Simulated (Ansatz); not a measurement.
Wanted: the native input for an Ansatz 0.2.0 run.

* Task: band structure
* Functional: PBE
* Potentials or basis: SPMS NC
* Cutoff: 871 eV (not typed: the program's choice for these potentials)
* k mesh: 13 × 13 × 13
* Occupations: fermi-dirac, width 0.05 eV
* Spin: collinear spin, ferromagnetic start
* Starting moments: [3.0] μB
* Path: [["G", "H", "N", "G", "P", "H"], ["P", "N"]]
* Points for each segment of the path: 14

Crystal: Fe.

```
CELL_PARAMETERS angstrom
-1.44300 1.44300 1.44300
1.44300 -1.44300 1.44300
1.44300 1.44300 -1.44300
ATOMIC_POSITIONS crystal
Fe 0.00000 0.00000 0.00000
```

One way to write it, as run:

input.yaml

```yaml
crystal:
  lattice:
    - [-1.443, 1.443, 1.443]
    - [1.443, -1.443, 1.443]
    - [1.443, 1.443, -1.443]
  atoms:
    - { symbol: Fe, position: [0.0, 0.0, 0.0], spin: 3.0 }
hamiltonian:
  xc: pbe
  pseudopotentials: { kind: nc, source: spms }
magnetization:
  spin_polarized: true
kpoints:
  mp_grid: { grid: [13, 13, 13] }
  band_path:
    path:
      - [[0.0, 0.0, 0.0], [0.5, -0.5, 0.5], [0.0, 0.0, 0.5], [0.0, 0.0, 0.0], [0.25, 0.25, 0.25], [0.5, -0.5, 0.5]]
      - [[0.25, 0.25, 0.25], [0.0, 0.0, 0.5]]
    npoints: 14
scf:
  occupations: { method: fermi_dirac, width: 0.05 }
  n_extra_bands: 6
output:
  forces: true
  stress: true
  eigenvalues: true
  fatbands: true
```

Potentials or basis: SPMS NC.

The run is started by

```console
$ ansatz run input.yaml --threads 2 --pin off --max-ram 5632MiB --backend cpu --events-out ev --progress --plain --runs-dir out
```

It gave:

```yaml
Pressure: -5.7 GPa
Band_gap_on_the_k_mesh: none (metal or under the smearing width)
Net_moment: 2.40 μB per cell
Absolute_moment: 2.55 μB per cell
Site_moments: Fe +2.46 μB
```

Run time: 2.9 s on 2 threads of Arm Neoverse V2 (shared host), peak memory 0.28 GiB.
